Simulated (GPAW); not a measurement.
Here is a GPAW 26.7.0 calculation.

run.py

```python
from ase import Atoms
from ase.eos import EquationOfState
from ase.io import Trajectory
from ase.units import GPa
from gpaw import GPAW, PW

atoms = Atoms(['O', 'Li', 'Li'],
              cell=[[0.0, 2.3268543819, 2.3268543819],
                    [2.3268543819, 0.0, 2.3268543819],
                    [2.3268543819, 2.3268543819, 0.0]],
              scaled_positions=[[0.0, 0.0, 0.0],
                                [0.25, 0.25, 0.25],
                                [0.75, 0.75, 0.75]],
              pbc=True)

traj = Trajectory('eos.traj', 'w')
volumes, energies = [], []
for x in [0.94, 0.96, 0.98, 1.0, 1.02, 1.04, 1.06]:
    a = atoms.copy()
    a.set_cell(atoms.cell * x**(1 / 3), scale_atoms=True)
    calc = GPAW(mode=PW(800),
                xc='MGGA_X_R2SCAN+MGGA_C_R2SCAN',
                kpts={'size': (10, 10, 10), 'gamma': True},
                occupations={'name': 'fermi-dirac', 'width': 0.05},
                nbands=12,
                convergence={'density': 1e-05, 'energy': 1e-05},
                maxiter=150,
                txt=f'eos-{x:.2f}.txt')
    a.calc = calc
    energies.append(a.get_potential_energy(force_consistent=True))
    volumes.append(a.get_volume())
    p = -a.get_stress()[:3].mean() / GPa
    calc.write(f'eos-{x:.2f}.gpw')
    traj.write(a)
    print(f'{x:.2f} {volumes[-1]:10.4f} A^3 {energies[-1]:14.6f} eV {p:9.3f} GPa', flush=True)

v0, e0, B = EquationOfState(volumes, energies, eos='birchmurnaghan').fit()
print(f'V0 = {v0:.4f} A^3, E0 = {e0:.6f} eV, B0 = {B / GPa:.2f} GPa')
```

Potentials or basis: GPAW PAW data sets (gpaw-data 1.2.1), pw.

The run is started by

```console
$ OMP_NUM_THREADS=1 python run.py
```

Question: Predict the bulk modulus.

Answer: 93 GPa (rough).

Question: Estimate the equilibrium volume.

Answer: 8.24 Å³/atom (rough: see the caveat).

Energy against volume, from the lowest point:
```csv
volume (Å³/atom),energy (meV/atom)
7.895,4.52
8.063,1.14
8.231,0.00
8.399,0.85
8.567,3.49
8.735,7.72
8.903,13.34
```

Caveat: the data sets keep Ga 3d, Li 1s and Be 1s frozen, and some such compounds lay over 1.5 % in volume off other programs; the points scatter about the fit; the PAW data sets were made with another functional, which shifts forces and pressure a little.
